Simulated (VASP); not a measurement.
Te2Pt (Moncheite):

```xyz
3
Lattice="4.0100 0.0000 0.0000 -2.0050 3.4728 0.0000 0.0000 0.0000 5.2010" Properties=species:S:1:pos:R:3 pbc="T T T"
Te    0.0000    2.3152    1.3002
Te    2.0050    1.1576    3.9007
Pt    0.0000    0.0000    0.0000
```

* Program: VASP 6.6.1
* Task: relaxation of cell and atoms
* Functional: PBE
* Potentials or basis: VASP PAW PBE potentials, release 64 (Te, Pt)
* Cutoff: 300 eV
* k mesh: 6 × 6 × 4
* Occupations: methfessel-paxton, width 0.1 eV
* Spin: no spin polarisation

At the start: pressure 8.2 GPa; volume 24.14 Å³/atom.

Problem. How do energy, volume and symmetry change on relaxing?

Solution. Over 14 steps the energy falls by 47.3 meV/atom and the volume is 25.95 Å³/atom (+7.5 %); space group P-3m1 (No. 164, to 0.05 Å).

Step by step:
| step | energy change (eV) | largest force (eV/Å) | pressure (GPa) | volume (Å³) |
| --- | --- | --- | --- | --- |
| 1 | 0.0000 | 1.0414 | 8.25 | 72.43 |
| 2 | 0.1607 | 0.9612 | -8.39 | 86.25 |
| 3 | -0.1383 | 0.0351 | -0.29 | 77.54 |
| 4 | -0.1384 | 0.0609 | -0.09 | 77.37 |
| 5 | -0.1384 | 0.0771 | 0.07 | 77.27 |
| 6 | -0.1406 | 0.0332 | 0.11 | 77.27 |
| 7 | -0.1415 | 0.0186 | 0.16 | 77.26 |
| 8 | -0.1415 | 0.0505 | -0.17 | 77.57 |
| 9 | -0.1415 | 0.0368 | -0.05 | 77.43 |
| 10 | -0.1417 | 0.0262 | -0.01 | 77.51 |
| 11 | -0.1419 | 0.0046 | 0.04 | 77.74 |
| 12 | -0.1419 | 0.0106 | 0.05 | 77.78 |
| 13 | -0.1419 | 0.0080 | -0.10 | 78.00 |
| 14 | -0.1419 | 0.0050 | -0.03 | 77.84 |

Final structure:
```yaml
crystal:
  lattice:
    - [4.08311, 0.00000, 0.00000]
    - [-2.04156, 3.53608, 0.00000]
    - [0.00000, 0.00000, 5.39156]
  atoms:
    - { symbol: Te, position: [0.33333, 0.66667, 0.25304] }
    - { symbol: Te, position: [0.66667, 0.33333, 0.74697] }
    - { symbol: Pt, position: [0.00000, 0.00000, 0.00000] }
```
